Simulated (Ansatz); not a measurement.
## RbBr under changes of volume

One of the cells (40.248 Å³/atom); the others are scaled copies at fixed shape and fractional positions:

```
Rb Br
1.0
     0.00000    3.42700    3.42700
     3.42700    0.00000    3.42700
     3.42700    3.42700    0.00000
Rb Br
1 1
Direct
  0.00000 0.00000 0.00000
  0.50000 0.50000 0.50000
```

- Program: Ansatz 0.2.0
- Functional: PBEsol
- Potentials or basis: all-electron LAPW, scalar-relativistic
- Cutoff: 129 eV (chosen from the basis error)
- Basis error allowed: 0.0005 eV/atom
- k mesh: 7 × 7 × 7
- Occupations: fermi-dirac, width 0.05 eV
- Spin: no spin polarisation

```tsv
volume (Å³/atom)	energy over the lowest point (meV/atom)	pressure (GPa)	gap on the mesh (eV)
37.833	?	?	?
38.638	2.37	0.6	4.31
39.443	0.41	0.2	4.26
40.248	0.00	-0.1	4.21
41.053	0.95	-0.3	4.17
41.858	3.12	-0.5	4.13
42.663	6.35	-0.7	4.09
```

Question: What does the run at 37.833 Å³/atom give?

Answer: Energy over the lowest point 6.07 meV/atom; pressure 0.9 GPa; gap on the mesh 4.36 eV.

Worked out: A Birch-Murnaghan fit of order 3 (a polynomial in V^(-2/3)) to the other rows has its minimum at 40.07 Å³/atom with B0 = V·E''(V) = 13.9 GPa and B' = 5.1. It gives 6.08 meV/atom at 37.833 Å³/atom, against the run's 6.07, and -dE/dV = 0.9 GPa, against 0.9. A straight line through the other rows of the gap, of slope -2.21 eV per unit of ln V (its deformation potential), extrapolates to 4.35 eV, against the run's 4.36.

Energies are extrapolated to zero smearing.

Caveats: an odd mesh through Γ misses points on the zone boundary, where band edges often lie (some runs). Spin-orbit coupling on Br, Rb is left out.

The runs don't all hold the same shells in valence.
